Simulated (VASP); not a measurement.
# Si (Fd-3m) in VASP: a series of runs

The runs below take Si through single point, with LDA.

Everything below comes from runs of VASP 6.6.1. Logs are shortened: lines on timing, memory, paths and dates and some standing lists are left out, and cuts for length are marked.

## (1) The undisturbed crystal

The structure is cubic, space group Fd-3m (No. 227). The conventional cell has a = 5.444 Å, b = 5.444 Å, c = 5.444 Å, α = 90.00°, β = 90.00°, γ = 90.00°. Around Si (site symmetry -43m) lie 4 Si at 2.36 Å.

## (2) Single point, LDA (grid = ENCUT=600 dk=0.35 cell=3x3x3 ISMEAR=0 SIGMA=0.05 LREAL=Auto EDIFF=1e-07)

File INCAR:

```
PREC = Accurate
ENCUT = 600
EDIFF = 1E-7
ISMEAR = 0
SIGMA = 0.05
LREAL = Auto
LASPH = T
NELM = 120
ALGO = Fast
ISIF = 2
LWAVE = F
LCHARG = F
GGA = CA
NBANDS = 126
NCORE = 1
KPAR = 2
```

File KPOINTS:

```
regular mesh
0
Gamma
  2 2 2
```

File POSCAR:

```
Si
1.0
    0.0000000000      8.1655535595      8.1655535595
    8.1655535595      0.0000000000      8.1655535595
    8.1655535595      8.1655535595      0.0000000000
Si
54
Direct
    0.1666666667      0.1666666667      0.1666666667
    0.1666666667      0.1666666667      0.5000000000
    0.1666666667      0.1666666667      0.8333333333
    0.1666666667      0.5000000000      0.1666666667
    0.1666666667      0.5000000000      0.5000000000
    0.1666666667      0.5000000000      0.8333333333
    0.1666666667      0.8333333333      0.1666666667
    0.1666666667      0.8333333333      0.5000000000
    0.1666666667      0.8333333333      0.8333333333
    0.5000000000      0.1666666667      0.1666666667
    0.5000000000      0.1666666667      0.5000000000
    0.5000000000      0.1666666667      0.8333333333
    0.5000000000      0.5000000000      0.1666666667
    0.5000000000      0.5000000000      0.5000000000
    0.5000000000      0.5000000000      0.8333333333
    0.5000000000      0.8333333333      0.1666666667
    0.5000000000      0.8333333333      0.5000000000
    0.5000000000      0.8333333333      0.8333333333
    0.8333333333      0.1666666667      0.1666666667
    0.8333333333      0.1666666667      0.5000000000
    0.8333333333      0.1666666667      0.8333333333
    0.8333333333      0.5000000000      0.1666666667
    0.8333333333      0.5000000000      0.5000000000
    0.8333333333      0.5000000000      0.8333333333
    0.8333333333      0.8333333333      0.1666666667
    0.8333333333      0.8333333333      0.5000000000
    0.8333333333      0.8333333333      0.8333333333
    0.2500000000      0.2500000000      0.2500000000
    0.2500000000      0.2500000000      0.5833333333
    0.2500000000      0.2500000000      0.9166666667
    0.2500000000      0.5833333333      0.2500000000
    0.2500000000      0.5833333333      0.5833333333
    0.2500000000      0.5833333333      0.9166666667
    0.2500000000      0.9166666667      0.2500000000
    0.2500000000      0.9166666667      0.5833333333
    0.2500000000      0.9166666667      0.9166666667
    0.5833333333      0.2500000000      0.2500000000
    0.5833333333      0.2500000000      0.5833333333
    0.5833333333      0.2500000000      0.9166666667
    0.5833333333      0.5833333333      0.2500000000
    0.5833333333      0.5833333333      0.5833333333
    0.5833333333      0.5833333333      0.9166666667
    0.5833333333      0.9166666667      0.2500000000
    0.5833333333      0.9166666667      0.5833333333
    0.5833333333      0.9166666667      0.9166666667
    0.9166666667      0.2500000000      0.2500000000
    0.9166666667      0.2500000000      0.5833333333
    0.9166666667      0.2500000000      0.9166666667
    0.9166666667      0.5833333333      0.2500000000
    0.9166666667      0.5833333333      0.5833333333
    0.9166666667      0.5833333333      0.9166666667
    0.9166666667      0.9166666667      0.2500000000
    0.9166666667      0.9166666667      0.5833333333
    0.9166666667      0.9166666667      0.9166666667
```

Potentials or basis: VASP PAW LDA potentials, release 64 (Si).

Run with:

```bash
cat potpaw_LDA.64/Si/POTCAR > POTCAR
mpirun -np 4 vasp_std > vasp.out
```

OUTCAR:

```text
PREC = Accurate
   ENCUT = 600
   EDIFF = 1E-7
   ISMEAR = 0
   LREAL = Auto
   LASPH = T
   NELM = 120
   ISIF = 2
   GGA = CA

 ion  position               nearest neighbor table
   1  0.167  0.167  0.167-  28 2.36  30 2.36  34 2.36  46 2.36
   2  0.167  0.167  0.500-  29 2.36  28 2.36  35 2.36  47 2.36
   3  0.167  0.167  0.833-  29 2.36  30 2.36  36 2.36  48 2.36
   4  0.167  0.500  0.167-  31 2.36  28 2.36  33 2.36  49 2.36
   5  0.167  0.500  0.500-  32 2.36  31 2.36  29 2.36  50 2.36
   6  0.167  0.500  0.833-  30 2.36  32 2.36  33 2.36  51 2.36
[... 54 lines left out ...]
 A1 = (   0.0000000000,   8.1655535595,   8.1655535595)
 A2 = (   8.1655535595,   0.0000000000,   8.1655535595)
 A3 = (   8.1655535595,   8.1655535595,   0.0000000000)

Analysis of symmetry for initial positions (statically):
=====================================================================
 Subroutine PRICEL returns following result:

  LATTYP: Found a face centered cubic cell.
 ALAT       =     5.4437023725

  Lattice vectors:

 A1 = (   0.0000000000,   2.7218511862,   2.7218511862)
 A2 = (   2.7218511862,   0.0000000000,   2.7218511862)
 A3 = (   2.7218511862,   2.7218511862,   0.0000000000)

  27 primitive cells build up your supercell.

 Routine SETGRP: Setting up the symmetry group for a
 face centered cubic supercell.

 Subroutine GETGRP returns: Found 48 space group operations
 (whereof 24 operations were pure point group operations)
 out of a pool of 48 trial point group operations.

The static configuration has the point symmetry T_d .
 The point group associated with its full space group is O_h .

Analysis of symmetry for dynamics (positions and initial velocities):
=====================================================================
 Subroutine PRICEL returns following result:

  LATTYP: Found a face centered cubic cell.
 ALAT       =     5.4437023725

  Lattice vectors:

 A1 = (   0.0000000000,   2.7218511862,   2.7218511862)
 A2 = (   2.7218511862,   0.0000000000,   2.7218511862)
 A3 = (   2.7218511862,   2.7218511862,   0.0000000000)

  27 primitive cells build up your supercell.

 Routine SETGRP: Setting up the symmetry group for a
 face centered cubic supercell.

 Subroutine GETGRP returns: Found 48 space group operations
 (whereof 24 operations were pure point group operations)
 out of a pool of 48 trial point group operations.

[... 84 lines left out ...]
   NFREE  =      0    steps in history (QN), initial steepest desc. (CG)
   ISIF   =      2    stress and relaxation
   ISYM   =      2    0-nonsym 1-usesym 2-fastsym
   POTIM  = 0.5000    time-step for ionic-motion
   TEBEG  =    0.0;   TEEND  =   0.0 temperature during run
   PSTRESS=    0.0 pullay stress
   NELECT =     216.0000    total number of electrons
   NUPDOWN=      -1.0000    fix difference up-down
   EMIN   =  10.00;   EMAX   =-10.00  energy-range for DOS
   EFERMI =   0.00;   METHOD = LEGACY
   ISMEAR =     0;   SIGMA  =   0.05  broadening in eV -4-tet -1-fermi 0-gaus
   EFERMI_NEDOS =   21; number of points for ismear=-14 and -15
   IALGO  =     68    algorithm
   IMIX   =      4    mixing-type and parameters
     AMIX     =   0.40;   BMIX     =  1.00
     AMIX_MAG =   1.60;   BMIX_MAG =  1.00
  volume/ion in A,a.u.               =      20.16       136.08
  Fermi-wavevector in a.u.,A,eV,Ry     =   0.954766  1.804247 12.402783  0.911579
  Thomas-Fermi vector in A             =   2.083543
   LORBIT       =      0    0 simple, 1 ext, 2 COOP (PROOUT), +10 PAW based schemes
   GGA     = CA    functional components
   LHFCALC =     F    Hartree Fock is set to
   AEXX    =    0.0000 exact exchange contribution
   IVDW    =     0    specifies the selected vdW correction
   LEPSILON=     F    determine dielectric tensor
   LRPA    =     F    only Hartree local field effects (RPA)
 non-spin polarized calculation
 RMM-DIIS sequential band-by-band and
 Gauss-broadening in eV      SIGMA  =   0.05
  energy-cutoff  :      600.00
  volume of cell :     1088.90
 maximum number of plane-waves:     36360
 NGX is ok and might be reduce to    96
   NGX = 47   NGY = 47   NGZ = 47

 number of electron     215.9999987 magnetization

 Free energy of the ion-electron system (eV)
  ---------------------------------------------------
  ext. energy  EPLUGINS =         0.00000000
  ---------------------------------------------------
  free energy    TOTEN  =      -321.00429969 eV

  energy without entropy =     -321.00429969  energy(sigma->0) =     -321.00429969

 E-fermi :   5.9336     XC(G=0):  -9.5759

 val. band max:        5.7054639142   @ k =   0.0000   0.0000   0.0000
 cond. band min:       6.3168372357   @ k =   0.5000   0.5000   0.0000
 fundamental gap:      0.6113733215
 Fermi energy:         5.9335974345

 k-point     1 :       0.0000    0.0000    0.0000
  band No.  band energies     occupation
      1      -6.2056      2.00000
      2      -4.8361      2.00000
      3      -4.8361      2.00000
      4      -4.8361      2.00000
      5      -4.8361      2.00000
      6      -4.8361      2.00000
[... 358 lines left out ...]
    119       7.6524      0.00000
    120       7.6524      0.00000
 [bands above 120 left out]

------------------------ aborting loop because EDIFF is reached ----------------------------------------

  FORCE on cell =-STRESS in cart. coord.  units (eV):
  Direction    XX          YY          ZZ          XY          YZ          ZX
  --------------------------------------------------------------------------------------
  -------------------------------------------------------------------------------------
  Total      -14.1415868    -14.1415868    -14.1415868      0.0000000     -0.0000000     -0.0000000
  in kB      -20.8075926    -20.8075926    -20.8075926      0.0000000     -0.0000000     -0.0000000
  external PRESSURE =     -20.8075926 kB  Pullay stress =       0.0000000 kB

 VOLUME and BASIS-vectors are now :
 -----------------------------------------------------------------------------
  energy-cutoff  :      600.00
  volume of cell :     1088.90
      direct lattice vectors                 reciprocal lattice vectors
     0.000000000  8.165553559  8.165553559    -0.061232836  0.061232836  0.061232836
     8.165553559  0.000000000  8.165553559     0.061232836 -0.061232836  0.061232836
     8.165553559  8.165553559  0.000000000     0.061232836  0.061232836 -0.061232836

 POSITION                                       TOTAL-FORCE (eV/Angst)
 -----------------------------------------------------------------------------------
      2.72185      2.72185      2.72185        -0.000000      0.000000     -0.000000
      5.44370      5.44370      2.72185        -0.000000     -0.000000     -0.000000
      8.16555      8.16555      2.72185        -0.000000     -0.000000     -0.000000
      5.44370      2.72185      5.44370        -0.000000      0.000000      0.000000
      8.16555      5.44370      5.44370        -0.000000      0.000000     -0.000000
     10.88740      8.16555      5.44370        -0.000000      0.000000     -0.000000
[... 46 lines left out ...]
     12.24833     12.24833     14.97018         0.000000     -0.000000     -0.000000
     14.97018     14.97018     14.97018        -0.000000     -0.000000     -0.000000
 -----------------------------------------------------------------------------------
    total drift:                                0.000001      0.000001      0.000001

  FREE ENERGIE OF THE ION-ELECTRON SYSTEM (eV)
  ---------------------------------------------------
  free  energy   TOTEN  =      -321.0042996866 eV

  energy  without entropy=     -321.0042996866  energy(sigma->0) =     -321.00429969
```

Wall time 5.6 min (4 MPI ranks of Intel Xeon Platinum 8488C (Sapphire Rapids), shared host); peak memory 0.81 GiB.

Results:

```yaml
Free_energy: -321.0043 eV
Pressure: -2.1 GPa
Band_gap_on_the_k_mesh: 0.61 eV
```

## (3) Single point, LDA (grid = ENCUT=350 dk=1.6 cell=3x3x3 ISMEAR=0 SIGMA=0.05 LREAL=Auto EDIFF=1e-06)

File INCAR:

```
PREC = Accurate
ENCUT = 350
EDIFF = 1E-6
ISMEAR = 0
SIGMA = 0.05
LREAL = Auto
LASPH = T
NELM = 120
ALGO = Fast
ISIF = 2
LWAVE = F
LCHARG = F
GGA = CA
NBANDS = 126
NCORE = 2
KPAR = 1
```

File KPOINTS:

```
regular mesh
0
Gamma
  1 1 1
```

POSCAR is that of step 2.

Potentials or basis: VASP PAW LDA potentials, release 64 (Si).

Run with:

```bash
cat potpaw_LDA.64/Si/POTCAR > POTCAR
mpirun -np 4 vasp_std > vasp.out
```

Run time: 34 s. Hardware: 4 MPI ranks of Intel Xeon Platinum 8488C (Sapphire Rapids), shared host; peak memory 0.25 GiB.

The run converged, but some of its settings lie outside the range that counts as converged, so its numbers aren't taken as properties of the crystal.

Results:

```
Free energy            : -304.3746 eV
Pressure               : -0.3 GPa
Band gap on the k mesh : 0.57 eV
```

Caveat: the k mesh is coarse (spacing up to 0.67 Å⁻¹), so the values aren't converged; an odd mesh through Γ misses points on the zone boundary, where band edges often lie.

## (4) For comparison

An earlier run on the cell as given: functional PBE; potentials or basis VASP PAW PBE potentials, release 64 (Si); cutoff 520 eV; k mesh 8 × 8 × 8; occupations fermi-dirac, width 0.05 eV; no spin polarisation.

* Pressure: 1.3 GPa
* Band gap on the k mesh: 0.63 eV, indirect (least direct gap 2.56 eV)
